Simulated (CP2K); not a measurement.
Runs of CP2K 2026.2 on TiO2. The structure is monoclinic, space group C2/c (No. 15). The conventional cell has a = 5.412 Å, b = 5.413 Å, c = 5.472 Å, α = 90.00°, β = 118.77°, γ = 90.00°. Around Ti (site symmetry 2) lie 6 O at 1.93 to 2.00 Å. Around O (site symmetry 1) lie 3 Ti at 1.93 to 2.00 Å. The cell is a database's computed one.

```tsv
level	cutoff of the non-local correlation (Ry)	gap on the mesh (eV)	pressure (GPa)	largest force (eV/Å)
PBEsol	-	1.98	-5.9	(a)
vdW-DF-cx	300	2.01	-4.9	(c)
LDA	-	1.94	-9.9	0.26
AM05	-	1.99	-5.2	0.21
OLYP	-	2.06	(b)	0.23
HLE17	-	2.09	-21.9	0.84
```

Alike in all rows: task single point; potentials or basis POTENTIAL_UZH Ti GTH-PBE-q12, O GTH-PBE-q6; DZVP-MOLOPT-PBE-GTH basis; no spin polarisation; cell as given; k mesh 8 × 8 × 6; smearing fermi-dirac 0.05 eV.

Task: Estimate the missing entries.

Result: (a) 0.20; (b) -0.2; (c) 0.12.

Caveats: the potentials were made for another functional, which shifts forces and pressure; the basis of atomic orbitals isn't converged, which shifts pressures, moduli and gaps; the potentials were made for a functional far from this one (some runs).

A k mesh can miss the band edges.

Runs at the PBE level aren't shown here.
